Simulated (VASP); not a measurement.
Runs of VASP 6.6.1 on BaH2. It takes space group P6_3/mmc (No. 194, hexagonal). Conventional cell: a = 4.462 Å, b = 4.462 Å, c = 6.055 Å, α = 90.00°, β = 90.00°, γ = 120.00°. Ba (site symmetry -6m2) has 3 H at 2.58 Å as nearest neighbours. Around H (site symmetry -3m) lie 6 Ba at 2.99 Å and 8 H at 2.99 to 3.03 Å. Around H (site symmetry -6m2) lie 3 Ba at 2.58 Å. The cell comes from a database or a generator and needn't be the stable form of this composition.

```tsv
task	level	potentials or basis	spin	cell	k mesh	cutoff (eV)	smearing	ladder	grid for exact exchange (PRECFOCK)	exchange at q = 0	gap on the mesh (eV)	pressure (GPa)
relaxation of cell and atoms	r2SCAN	VASP PAW PBE potentials, release 64 (Ba_sv, H)	off	relaxed	6 × 6 × 4	600	gaussian 0.02 eV	gaps	-	-	2.13	0.0
band structure	PBEsol	VASP PAW PBE potentials, release 64 (Ba_sv, H)	off	as given	8 × 8 × 6	520	gaussian 0.02 eV	gaps	-	-	1.53	-1.8
single point	PBEsol	VASP PAW PBE potentials, release 64 (Ba_sv, H)	off	as given	7 × 7 × 5	520	fermi-dirac 0.05 eV	free	-	-	1.66	-1.8
band structure	PBE0	VASP PAW PBE potentials, release 64 (Ba_sv, H)	off	as given	4 × 4 × 4	520	gaussian 0.02 eV	gaps	Fast	truncated	-	(a)
```

Estimate the missing entries.

(a) -0.3.

Caveats: the PAW data sets were made with another functional, which shifts forces and pressure a little; spin-orbit coupling is left out, which moves the levels of the heavy elements; the relaxation stopped at its first step, so nothing moved (some runs); the mesh misses the band edges, which the band path finds closer together (some runs); an odd mesh through Γ misses points on the zone boundary, where band edges often lie (some runs).

A k mesh can miss the band edges, and the runs leave out spin-orbit coupling on Ba.
